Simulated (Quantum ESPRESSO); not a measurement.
**Ru and the effect of the choice of potentials or basis**

```cif
data_structure
_symmetry_space_group_name_H-M 'P 1'
_symmetry_Int_Tables_number 1
_cell_length_a 2.7058
_cell_length_b 2.7058
_cell_length_c 4.2819
_cell_angle_alpha 90.000
_cell_angle_beta 90.000
_cell_angle_gamma 120.000
_cell_volume 27.15
loop_
_atom_site_label
_atom_site_type_symbol
_atom_site_fract_x
_atom_site_fract_y
_atom_site_fract_z
_atom_site_occupancy
Ru1 Ru 0.66667 0.33333 0.75000 1
Ru2 Ru 0.33333 0.66667 0.25000 1
```

Kept alike: task band structure; functional PBE; k mesh 11 × 11 × 6; occupations fermi-dirac, width 0.05 eV; no spin polarisation. Program: Quantum ESPRESSO. Cutoffs run from 612 to 1143 eV. The mesh is that of the run's cell of 2 atoms. No spin-orbit coupling.

```csv
choice of potentials or basis,pressure (GPa)
Ansatz NC SR PBE,4.47
GBRV 1.5 PBE,4.01
PseudoDojo 0.4 SR PBE stringent,5.13
PseudoDojo 0.4.1 SR PBE standard,5.13
PseudoDojo 0.5 SR PBE standard,5.13
PseudoDojo 0.5 SR PBE stringent,5.13
SG15 PBE 1.2,4.65
SPMS 1.0 PBE,5.02
SSSP 1.3 efficiency PBE,4.60
```

Pressure is positive in compression; the values hold the error of the finite cutoff, so their zero can differ a little from the energy's minimum. For a metal such a mesh leaves the last digits unconverged. Runs of this series that gave no sound value for these columns are left out.

Question: What does the choice of potentials or basis change here?

Answer: The pressure runs from 4.01 (GBRV 1.5 PBE) to 5.13 GPa (PseudoDojo 0.4 SR PBE stringent; PseudoDojo 0.4.1 SR PBE standard; PseudoDojo 0.5 SR PBE standard; PseudoDojo 0.5 SR PBE stringent).
